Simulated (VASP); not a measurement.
A run of VASP 6.6.1 is set up as follows.

INCAR

```
SYSTEM = BAs
ALGO = Fast
EDIFF = 1E-6
ENCUT = 450
ISIF = 2
ISMEAR = 0
KPAR = 2
LASPH = .True.
LCHARG = .False.
LREAL = .False.
LWAVE = .False.
NELM = 120
PREC = Accurate
SIGMA = 0.02
```

File KPOINTS:

```
k-points
0
Gamma
  12 12 12
  0 0 0
```

The input POSCAR:

```
BAs                                     
1.0
    0.0000000000      2.4081689825      2.4081689825
    2.4081689825      0.0000000000      2.4081689825
    2.4081689825      2.4081689825      0.0000000000
  B               As            
     1     1
Direct
     0.7500000000000000    0.7500000000000000    0.7500000000000000
     0.0000000000000000    0.0000000000000000    0.0000000000000000
```

KPOINTS_OPT

```
path GXWKGLUWLK,UX
15
line-mode
reciprocal
 0.0000000000  0.0000000000  0.0000000000  G
 0.5000000000  0.0000000000  0.5000000000  X

 0.5000000000  0.0000000000  0.5000000000  X
 0.5000000000  0.2500000000  0.7500000000  W

 0.5000000000  0.2500000000  0.7500000000  W
 0.3750000000  0.3750000000  0.7500000000  K

 0.3750000000  0.3750000000  0.7500000000  K
 0.0000000000  0.0000000000  0.0000000000  G

 0.0000000000  0.0000000000  0.0000000000  G
 0.5000000000  0.5000000000  0.5000000000  L

 0.5000000000  0.5000000000  0.5000000000  L
 0.6250000000  0.2500000000  0.6250000000  U

 0.6250000000  0.2500000000  0.6250000000  U
 0.5000000000  0.2500000000  0.7500000000  W

 0.5000000000  0.2500000000  0.7500000000  W
 0.5000000000  0.5000000000  0.5000000000  L

 0.5000000000  0.5000000000  0.5000000000  L
 0.3750000000  0.3750000000  0.7500000000  K

 0.6250000000  0.2500000000  0.6250000000  U
 0.5000000000  0.0000000000  0.5000000000  X
```

Potentials or basis: VASP PAW LDA potentials, release 64 (B, As).

Command:

```console
$ cat potpaw_LDA.64/B/POTCAR potpaw_LDA.64/As/POTCAR > POTCAR
$ mpirun -np 2 vasp_std > vasp.out
```

(1) What does it give for the band gap on the k mesh?

(2) Estimate the pressure.

(3) Predict the band gap along the path.

Results:

(1) 1.15 eV, indirect (least direct gap 3.22 eV).

(2) -6.2 GPa.

(3) 1.14 eV, indirect (least direct gap 3.22 eV).
